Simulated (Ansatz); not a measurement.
Os, fcc type; equations of state without spin from Ansatz PAW hard set, 700 eV.

PBE (k-mesh 25³, smearing 0.061 eV) gives V₀ = 14.332 Å³/atom and B₀ = 389 GPa.

(1) What does r²SCAN give (700 eV, k-mesh 15³, smearing 0.1 eV)?

Answers

(1) V₀ = 14.067 Å³/atom (-1.8 %) and B₀ = 418 GPa (+7 %).

This cubic structure is a model: it isn't the usual form of the substance at ambient conditions, and such phases are metastable or hypothetical. The k-mesh is modest, so these values aren't fully converged in k. Potentials made with PBE were used with another functional (at least in: Ansatz PAW hard set, 700 eV (r²SCAN)).
